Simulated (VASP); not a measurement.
Here is a VASP 6.6.1 calculation.

INCAR

```
SYSTEM = InPd
ALGO = Normal
EDIFF = 1E-7
ENCUT = 520
GGA = PE
ISIF = 2
ISMEAR = -1
LASPH = .True.
LCHARG = .False.
LREAL = .False.
LWAVE = .False.
NBANDS = 18
NELM = 80
PREC = Accurate
SIGMA = 0.05
```

KPOINTS

```
k-points
0
Gamma
  8 8 8
  0 0 0
```

The input POSCAR:

```
InPd
1.0
    3.2718847800      0.0000000000      0.0000000000
    0.0000000000      3.2718847800      0.0000000000
    0.0000000000      0.0000000000      3.2718847800
In Pd
1 1
Direct
   -0.0067690000      0.0003210000      0.0083760000
    0.4891010000      0.5068780000      0.4918490000
```

Potentials or basis: VASP PAW PBE potentials, release 64 (In_d, Pd).

Run with:

```sh
$ cat potpaw_PBE.64/In_d/POTCAR potpaw_PBE.64/Pd/POTCAR > POTCAR
$ mpirun -np 1 vasp_std > vasp.out
```

(1) Predict the largest force.

(2) Predict the pressure.

(3) What does it give for the band gap on the k mesh?

Results:

(1) 0.253 eV/Å.

(2) 3.9 GPa.

(3) none (metal or under the smearing width).
